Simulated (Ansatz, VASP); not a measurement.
## Two plane-wave programs on GaSb

```xyz
2
Lattice="0.0000 3.0590 3.0590 3.0590 0.0000 3.0590 3.0590 3.0590 0.0000" Properties=species:S:1:pos:R:3 pbc="T T T"
Sb    4.5885    4.5885    4.5885
Ga    0.0000    0.0000    0.0000
```

Alike in both runs: task single point; functional PBE; k mesh 8 × 8 × 8; occupations gaussian, width 0.017 eV; no spin polarisation.

|  | VASP | Ansatz |
| --- | --- | --- |
| version | VASP 6.6.1 | Ansatz 0.2.0 |
| potentials or method | VASP PAW PBE potentials, release 64 (Sb, Ga_d) | Ansatz PAW |
| plane-wave cutoff (eV) | 520 | 420 |
| valence electrons in the cell | 18 | 28 |

Ansatz gave:

| Property | Result |
| --- | --- |
| gap on the k mesh at the Fermi level (eV) | 0.03 |
| least direct gap on the mesh (eV) | 0.03 |
| pressure (GPa) | 2.3 |

Problem. Estimate VASP's values.

Solution. gap on the k mesh at the Fermi level (eV): 0.04; least direct gap on the mesh (eV): 0.04; pressure (GPa): 2.4.

The two sets of potentials don't hold the same shells in valence.

Caveats: spin-orbit coupling is left out, which moves the levels of the heavy elements. A hybrid or GW would open this gap; PBE tends to underestimate it. A k mesh can miss the band edges.
